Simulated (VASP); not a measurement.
# Ag (P6_3/mmc) in VASP: single point with PBEsol

Aim: the single point of Ag with PBEsol.

All numbers are computed with VASP 6.6.1; they aren't measurements. Logs are shortened: lines on timing, memory, paths and dates and some standing lists are left out, and cuts for length are marked.

## Step 1: The structure

The structure is hexagonal, space group P6_3/mmc (No. 194). Conventional cell: a = 2.930 Å, b = 2.930 Å, c = 4.790 Å, α = 90.00°, β = 90.00°, γ = 120.00°. Around Ag (site symmetry -6m2) lie 12 Ag at 2.93 Å.

This isn't the form of Ag at room conditions, which is fcc.

## Step 2: Single point, PBEsol

Input file INCAR:

```
PREC = Accurate ; ENCUT = 520
EDIFF = 1E-6 ; ISMEAR = -1
SIGMA = 0.05 ; LREAL = False
LASPH = True ; NELM = 100
ALGO = Normal ; ISIF = 2
LWAVE = False ; LCHARG = False
GGA = PS ; NBANDS = 18
```

Input file KPOINTS:

```
regular mesh
0
Gamma
  10 10 6
```

Input file POSCAR:

```
Ag
1.0
    2.9300000000      0.0000000000      0.0000000000
   -1.4650000000      2.5374544300      0.0000000000
    0.0000000000      0.0000000000      4.7900000000
Ag
2
Direct
    0.3333333300      0.6666666700      0.2500000000
    0.6666666700      0.3333333300      0.7500000000
```

Potentials or basis: VASP PAW PBE potentials, release 64 (Ag).

Command:

```
$ cat potpaw_PBE.64/Ag/POTCAR > POTCAR
$ mpirun -np 1 vasp_std > vasp.out
```

OUTCAR:

```text
PREC = Accurate
   ENCUT = 520
   EDIFF = 1E-6
   ISMEAR = -1
   LREAL = False
   LASPH = True
   NELM = 100
   ISIF = 2
   GGA = PS

 ion  position               nearest neighbor table
   1  0.333  0.667  0.250-   2 2.93   2 2.93   2 2.93   2 2.93   2 2.93   2 2.93
   2  0.667  0.333  0.750-   1 2.93   1 2.93   1 2.93   1 2.93   1 2.93   1 2.93

  LATTYP: Found a hexagonal cell.
 ALAT       =     2.9300000000
 C/A-ratio  =     1.6348122867

  Lattice vectors:

 A1 = (   2.9300000000,   0.0000000000,   0.0000000000)
 A2 = (  -1.4650000000,   2.5374544300,   0.0000000000)
 A3 = (   0.0000000000,   0.0000000000,   4.7900000000)

Analysis of symmetry for initial positions (statically):
=====================================================================
 Subroutine PRICEL returns:
 Original cell was already a primitive cell.

 Routine SETGRP: Setting up the symmetry group for a
 hexagonal supercell.

 Subroutine GETGRP returns: Found 24 space group operations
 (whereof 12 operations were pure point group operations)
 out of a pool of 24 trial point group operations.

The static configuration has the point symmetry D_3d.
 The point group associated with its full space group is D_6h.

Analysis of symmetry for dynamics (positions and initial velocities):
=====================================================================
 Subroutine PRICEL returns:
 Original cell was already a primitive cell.

 Routine SETGRP: Setting up the symmetry group for a
 hexagonal supercell.

 Subroutine GETGRP returns: Found 24 space group operations
 (whereof 12 operations were pure point group operations)
 out of a pool of 24 trial point group operations.

The dynamic configuration has the point symmetry D_3d.
 The point group associated with its full space group is D_6h.

 Subroutine INISYM returns: Found 24 space group operations
 (whereof 12 operations are pure point group operations),
 and found     1 'primitive' translations

----------------------------------------------------------------------------------------

                                     Primitive cell

  volume of cell :      35.6124

  direct lattice vectors                    reciprocal lattice vectors
[... 76 lines left out ...]
   NGXF,Y,Z  is equivalent  to a cutoff of  27.23, 27.23, 24.99 a.u.
 SYSTEM =  unknown system
   PREC   = accura    normal or accurate (medium, high low for compatibility)
   ISTART =      0    job   : 0-new  1-cont  2-samecut
   ICHARG =      2    charge: 1-file 2-atom 10-const
   ISPIN  =      1    spin polarized calculation?
   LNONCOLLINEAR =      F non collinear calculations
   LSORBIT =      F    spin-orbit coupling
   LASPH  =      T    aspherical Exc in radial PAW
   ENCUT  =  520.0 eV  38.22 Ry    6.18 a.u.   5.45  5.45  8.91*2*pi/ulx,y,z
   NELM   =    100;   NELMIN=  2; NELMDL= -5     # of ELM steps
   EDIFF  = 0.1E-05   stopping-criterion for ELM
   LREAL  =      F    real-space projection
   EDIFFG = 0.1E-04   stopping-criterion for IOM
   NSW    =      0    number of steps for IOM
   IBRION =     -1    ionic relax: 0-MD 1-quasi-New 2-CG
   NFREE  =      0    steps in history (QN), initial steepest desc. (CG)
   ISIF   =      2    stress and relaxation
   ISYM   =      2    0-nonsym 1-usesym 2-fastsym
   POTIM  = 0.5000    time-step for ionic-motion
   TEBEG  =    0.0;   TEEND  =   0.0 temperature during run
   PSTRESS=    0.0 pullay stress
   NELECT =      22.0000    total number of electrons
   NUPDOWN=      -1.0000    fix difference up-down
   EMIN   =  10.00;   EMAX   =-10.00  energy-range for DOS
   EFERMI =   0.00;   METHOD = LEGACY
   ISMEAR =    -1;   SIGMA  =   0.05  broadening in eV -4-tet -1-fermi 0-gaus
   EFERMI_NEDOS =   21; number of points for ismear=-14 and -15
   IALGO  =     38    algorithm
   IMIX   =      4    mixing-type and parameters
     AMIX     =   0.40;   BMIX     =  1.00
     AMIX_MAG =   1.60;   BMIX_MAG =  1.00
  volume/ion in A,a.u.               =      17.81       120.16
  Fermi-wavevector in a.u.,A,eV,Ry     =   1.394276  2.634799 26.449782  1.944004
  Thomas-Fermi vector in A             =   2.517840
   LORBIT       =      0    0 simple, 1 ext, 2 COOP (PROOUT), +10 PAW based schemes
   GGA     = PS    functional components
   LHFCALC =     F    Hartree Fock is set to
   AEXX    =    0.0000 exact exchange contribution
   IVDW    =     0    specifies the selected vdW correction
   LEPSILON=     F    determine dielectric tensor
   LRPA    =     F    only Hartree local field effects (RPA)
 non-spin polarized calculation
  energy-cutoff  :      520.00
  volume of cell :       35.61
 maximum number of plane-waves:       990
 NGX is ok and might be reduce to    24
   NGX = 11   NGY = 11   NGZ = 17

 number of electron      22.0000005 magnetization

 Free energy of the ion-electron system (eV)
  ---------------------------------------------------
  ext. energy  EPLUGINS =         0.00000000
  ---------------------------------------------------
  free energy    TOTEN  =        -6.55094750 eV

  energy without entropy =       -6.54539939  energy(sigma->0) =       -6.54817344

 E-fermi :   7.6134     XC(G=0): -12.1530

 val. band max:        7.4123597755   @ k =   0.3000  -0.0000   0.3333
 cond. band min:       7.6544487487   @ k =   0.3000   0.2000   0.3333
 fundamental gap:      0.2420889732
 Fermi energy:         7.6134113836

 k-point     1 :       0.0000    0.0000    0.0000
  band No.  band energies     occupation
      1       0.1292      2.00000
      2       1.5212      2.00000
      3       3.0231      2.00000
      4       3.1197      2.00000
      5       3.1197      2.00000
      6       3.3411      2.00000
[... 481 lines left out ...]
      5       3.0538      2.00000
      6       3.6247      2.00000
[... 10 lines left out ...]
     17      19.6936      0.00000
     18      21.7231      0.00000

 [... further k-points ...]
[... 5 lines left out ...]
  --------------------------------------------------------------------------------------
  -------------------------------------------------------------------------------------
  Total       -1.3475937     -1.3475937     -1.4844786      0.0000000     -0.0000000      0.0000000
  in kB      -60.6272916    -60.6272914    -66.7856492      0.0000000     -0.0000000      0.0000000
  external PRESSURE =     -62.6800774 kB  Pullay stress =       0.0000000 kB

 VOLUME and BASIS-vectors are now :
 -----------------------------------------------------------------------------
  energy-cutoff  :      520.00
  volume of cell :       35.61
      direct lattice vectors                 reciprocal lattice vectors
     2.930000000  0.000000000  0.000000000     0.341296928  0.197047874  0.000000000
    -1.465000000  2.537454430  0.000000000     0.000000000  0.394095747  0.000000000
     0.000000000  0.000000000  4.790000000     0.000000000  0.000000000  0.208768267

 POSITION                                       TOTAL-FORCE (eV/Angst)
 -----------------------------------------------------------------------------------
     -0.00000      1.69164      1.19750        -0.000000      0.000000      0.000000
      1.46500      0.84582      3.59250         0.000000     -0.000000      0.000000
 -----------------------------------------------------------------------------------
    total drift:                               -0.000002      0.000001     -0.000000

  FREE ENERGIE OF THE ION-ELECTRON SYSTEM (eV)
  ---------------------------------------------------
  free  energy   TOTEN  =        -6.5509474956 eV

  energy  without entropy=       -6.5453993914  energy(sigma->0) =       -6.54817344
```

stdout:

```text
POSCAR found type information on POSCAR Ag
 POSCAR found :  1 types and       2 ions
 scaLAPACK will be used
 -----------------------------------------------------------------------------
|                                                                             |
|                                                                             |
|     You enforced a specific xc type in the INCAR file but a different       |
|     I HOPE YOU KNOW WHAT YOU ARE DOING!                                     |
|                                                                             |
 -----------------------------------------------------------------------------

 LDA part: xc-table for (Slater+PW92), standard interpolation
 POSCAR, INCAR and KPOINTS ok, starting setup
 FFT: planning ... GRIDC
 FFT: planning ... GRID_SOFT
 FFT: planning ... GRID
 WAVECAR not read
 entering main loop
```

Run time: 16 s. Hardware: 1 thread of Intel Xeon Platinum 8259CL at 2.50GHz (Skylake/Cascade Lake), shared host; peak memory 0.17 GiB.

What came out:

| Quantity | Value |
| --- | --- |
| Free energy | -6.5509 eV |
| Pressure | -6.3 GPa |
| Band gap on the k mesh | none (metal or under the smearing width) |

Stress tensor (GPa, compression positive):
```
-6.06  0.00  0.00
 0.00 -6.06  0.00
 0.00  0.00 -6.68
```

Levels at points of the mesh, in eV from the Fermi level:
```csv
k point,band 7,band 8,band 9,band 10,band 11,band 12,band 13,band 14,band 15,band 16
"(0.00, 0.00, 0.00)",-4.27,-3.94,-3.94,-3.00,-3.00,-0.32,3.36,15.53,17.38,17.67
"(0.50, 0.00, 0.00)",-3.65,-2.87,-2.82,-2.74,0.12,1.46,6.67,6.95,9.00,10.13
"(0.00, 0.00, 0.50)",-4.35,-4.35,-3.29,-3.29,-3.29,-3.29,10.80,10.80,15.87,15.87
"(0.50, 0.00, 0.50)",-3.04,-3.04,-2.79,-2.79,0.79,0.79,4.35,4.35,13.26,13.26
```

Caveat: the PAW data sets were made with another functional, which shifts forces and pressure a little.
